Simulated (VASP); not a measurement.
# Y, density of states: which settings are enough?

Y, Fm-3m (no. 225), 1 atom in the cell. PBEsol; PAW potentials Y_sv (PBE set). VASP 6.6.1.

Wanted: density of states by 0.5 eV bins within 4 %; centre of the states within 12 eV below the valence top within 0.01 eV; states at the Fermi level within 4 %.

What the run is for: density of states; Accuracy asked: tight; k mesh of the density: 10 × 10 × 10.

POSCAR:
```
Y
1.0
    0.0000000000      2.5519910612      2.5519910612
    2.5519910612      0.0000000000      2.5519910612
    2.5519910612      2.5519910612      0.0000000000
Y
1
Direct
    0.0000000000      0.0000000000      0.0000000000
```

The series start from Plane-wave cutoff (eV): 240; k-point mesh: 12 × 12 × 12; Energy points (NEDOS): 2001; Occupations for the DOS: ISMEAR=-5; Electronic threshold (eV): 1e-6; Precision mode (PREC): Accurate. Each series keeps the choices made before it, and each single choice may use up half of a tolerance. Times cover all steps of a run.

## Plane-wave cutoff (eV)

| Plane-wave cutoff (eV) | Density of states by 0.5 eV bins, largest deviation against the largest value | Centre of the states within 12 eV below the valence top (eV) | States at the Fermi level (states/eV/atom) | Time (s) |
|---|---|---|---|---|
| 160 | 2.9 % | -1.287 | 1.643 | 8.1 |
| 200 | 0.73 % | -1.292 | 1.657 | 12 |
| 240 | 0.62 % | -1.293 | 1.658 | 12 |
| 270 | 0.33 % | -1.296 | 1.657 | 14 |
| 330 | 0.032 % | -1.300 | 1.655 | 15 |
| 410 (reference) | 0 % | -1.300 | 1.656 | 17 |

Chosen: 270, the loosest value from which every tighter one stays within half of the tolerance.

## k-point mesh

| k-point mesh | Density of states by 0.5 eV bins, largest deviation against the largest value | Centre of the states within 12 eV below the valence top (eV) | States at the Fermi level (states/eV/atom) | Time (s) |
|---|---|---|---|---|
| 5 × 5 × 5 | 32 % | -1.271 | 4.426 | 10 |
| 7 × 7 × 7 | 15 % | -1.293 | 1.645 | 11 |
| 8 × 8 × 8 | 10 % | -1.283 | 1.712 | 11 |
| 10 × 10 × 10 | 10 % | -1.281 | 1.7 | 12 |
| 12 × 12 × 12 | 4.7 % | -1.296 | 1.657 | 14 |
| 15 × 15 × 15 | 3.2 % | -1.293 | 1.669 | 18 |
| 18 × 18 × 18 | 1.3 % | -1.307 | 1.639 | 23 |
| 22 × 22 × 22 | 0.61 % | -1.301 | 1.665 | 30 |
| 27 × 27 × 27 (reference) | 0 % | -1.302 | 1.647 | 45 |

Chosen: 18 × 18 × 18.

## Energy points (NEDOS)

| Energy points (NEDOS) | Density of states by 0.5 eV bins, largest deviation against the largest value | Centre of the states within 12 eV below the valence top (eV) | States at the Fermi level (states/eV/atom) | Time (s) |
|---|---|---|---|---|
| 301 | 2.5 % | -1.309 | 1.631 | 21 |
| 501 | 0.65 % | -1.317 | 1.627 | 22 |
| 1001 | 0.28 % | -1.315 | 1.65 | 22 |
| 2001 | 0.11 % | -1.307 | 1.639 | 23 |
| 4001 (reference) | 0 % | -1.302 | 1.635 | 22 |

Chosen: 2001.

## Occupations for the DOS

| Occupations for the DOS | Density of states by 0.5 eV bins, largest deviation against the largest value | Centre of the states within 12 eV below the valence top (eV) | States at the Fermi level (states/eV/atom) | Time (s) |
|---|---|---|---|---|
| ISMEAR=-5 | 0 % | -1.307 | 1.639 | 23 |
| ISMEAR=-4 | 0 % | -1.307 | 1.639 | 22 |
| ISMEAR=0 SIGMA=0.05 | 3.8 % | -1.301 | 1.445 | 26 |
| ISMEAR=0 SIGMA=0.1 | 2 % | -1.306 | 1.536 | 22 |
| ISMEAR=-15 SIGMA=0.025 | 0.088 % | -1.299 | 1.621 | 23 |
| ISMEAR=1 SIGMA=0.1 | 3.4 % | -1.301 | 1.436 | 22 |

Chosen: ISMEAR=-5; no other choice that stays within half of the tolerance saves 30 % of the time.

## Electronic threshold (eV)

| Electronic threshold (eV) | Density of states by 0.5 eV bins, largest deviation against the largest value | Centre of the states within 12 eV below the valence top (eV) | States at the Fermi level (states/eV/atom) | Time (s) |
|---|---|---|---|---|
| 0.001 | 0.31 % | -1.300 | 1.629 | 20 |
| 0.0001 | 0.099 % | -1.299 | 1.623 | 20 |
| 1e-5 | 0 % | -1.307 | 1.639 | 22 |
| 1e-6 (reference) | 0 % | -1.307 | 1.639 | 23 |

Chosen: 1e-5.

## Precision mode (PREC)

| Precision mode (PREC) | Density of states by 0.5 eV bins, largest deviation against the largest value | Centre of the states within 12 eV below the valence top (eV) | States at the Fermi level (states/eV/atom) | Time (s) |
|---|---|---|---|---|
| Normal | 0 % | -1.307 | 1.639 | 13 |
| Accurate (reference) | 0 % | -1.307 | 1.639 | 22 |

Chosen: Normal.

## All choices together

| Input | Density of states by 0.5 eV bins, largest deviation against the largest value | Centre of the states within 12 eV below the valence top (eV) | States at the Fermi level (states/eV/atom) | Time (s) |
|---|---|---|---|---|
| defaults for smearing, thresholds and mesh (naive) | 34 % | -1.407 | 3.357 | 8.0 |
| chosen settings | 1.1 % | -1.307 | 1.639 | 13 |
| reference settings throughout | 0 % | -1.306 | 1.65 | 59 |

The tolerance is met.

## The input

INCAR.step1:
```
ALGO = Normal ; EDIFF = 1E-5
ENCUT = 270 ; GGA = PS
GGA_COMPAT = False ; ISMEAR = 1
LASPH = True ; LCHARG = True
LMAXMIX = 4 ; LREAL = False
LWAVE = False ; NBANDS = 20
NELM = 120 ; PREC = Normal
SIGMA = 0.1
```

INCAR.step2, as INCAR.step1 but for:
```
- ISMEAR = 1
- LCHARG = True
- SIGMA = 0.1
+ EMAX = 10.858
+ EMIN = -14.142
+ ICHARG = 11
+ ISMEAR = -5
+ LCHARG = False
+ LORBIT = 11
+ NEDOS = 2001
```

KPOINTS.step1:
```
k-points
0
Gamma
  10 10 10
```

KPOINTS.step2:
```
Automatic mesh
0
Gamma
  18 18 18
  0 0 0
```

Commands (each step's output is kept before the next begins):
```
cat potpaw_PBE.64/Y_sv/POTCAR > POTCAR
cp INCAR.step1 INCAR
cp KPOINTS.step1 KPOINTS
mpirun -np 1 vasp_std > vasp.out
cp INCAR.step2 INCAR
cp KPOINTS.step2 KPOINTS
mpirun -np 1 vasp_std > vasp.out
```

The chosen input took VASP 6.6.1 13 s on 1 core (Intel Xeon Platinum 8488C (Sapphire Rapids)), a shared host.

## An input that fails: tetrahedra on too few k points

VASP's message: IBZKPT: tetrahedron method fails for NKPT<4. NKPT = 1.

k mesh: 12 × 12 × 12 becomes 1 × 1 × 1.

Changes against the starting input:
```
(step 2)
- NELM = 120
+ NELM = 78
```
